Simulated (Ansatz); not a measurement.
# BaO: how the settings move a relaxation

Question: which choices in the input matter for BaO?

Method: reference: DFT, PBE, all-electron LAPW, scalar-relativistic, in Ansatz 0.2.0.

## Step 1: Starting point

The structure is cubic, space group Fm-3m (No. 225). Conventional cell: a = 5.573 Å, b = 5.573 Å, c = 5.573 Å, α = 90.00°, β = 90.00°, γ = 90.00°. Ba (site symmetry m-3m) has 6 O at 2.79 Å as nearest neighbours. Around O (site symmetry m-3m) lie 6 Ba at 2.79 Å.

Coordinates:

```
CELL_PARAMETERS angstrom
0.00000 2.78666 2.78666
2.78666 0.00000 2.78666
2.78666 2.78666 0.00000
ATOMIC_POSITIONS crystal
Ba 0.00000 0.00000 0.00000
O 0.50000 0.50000 0.50000
```

## Step 2: Reference

File input.yaml:

```yaml
crystal:
  lattice:
    - [0.0, 2.7866620689, 2.7866620689]
    - [2.7866620689, 0.0, 2.7866620689]
    - [2.7866620689, 2.7866620689, 0.0]
  atoms:
    - { symbol: Ba, position: [0.0, 0.0, 0.0] }
    - { symbol: O, position: [0.5, 0.5, 0.5] }
kpoints:
  mp_grid: { grid: [9, 9, 9] }
scf:
  occupations: { method: fermi_dirac, width: 0.02 }
hamiltonian:
  xc: pbe
  pseudopotentials: { kind: all_electron, lapw: { basis_error: 0.0005 } }
output:
  forces: true
  stress: true
  eigenvalues: true
relax:
  f_tol: 0.005
  max_steps: 12
  cell: {}
```

Started as:

```
$ ansatz run input.yaml --threads 1 --pin off --max-ram 2048MiB --backend cpu --events-out ev --progress --plain --runs-dir out
```

## Step 3: Changing settings: dr2_threshold 1.0e-11, dispersion d3bjatm

input.yaml, as its differences from that of step 2:

```diff
@@ -12,2 +12,3 @@
   occupations: { method: fermi_dirac, width: 0.02 }
+  convergence: { dr2_threshold: 1.0e-11 }
 hamiltonian:
@@ -15,2 +16,3 @@
   pseudopotentials: { kind: all_electron, lapw: { basis_error: 0.0005 } }
+  dispersion: d3bjatm
 output:
```

Q: Predict the outcome of this session. Wanted: for each run, ending; energy change; pressure; gap; force.

The runs gave:

| run | ending | energy change | pressure (GPa) | gap (eV) | force (eV/Å) | cycles | time |
| --- | --- | --- | --- | --- | --- | --- | --- |
| reference | converged | 0 | 0.0 | 2.18 | 0.00 | 11 | 12 s |
| 1: dr2_threshold 1.0e-11, dispersion d3bjatm | converged | -214.1 meV/atom (offset of the dispersion model) | 0.0 | 2.11 | 0.00 | 34 | 31 s |

What this shows: The energy moves by -214.1 meV/atom, nearly all of it the dispersion term itself (-216.4 meV/atom); that offset belongs to the model and is no gain or loss of stability; the gap on the mesh goes from 2.18 to 2.11 eV and the final volume goes from 43.28 to 42.34 Å³. The gap of the reference lacks spin-orbit coupling, though the cell holds Ba.

The gaps are Kohn-Sham values of a semilocal functional, not quasiparticle or optical gaps. Such gaps usually fall short of the measured ones.
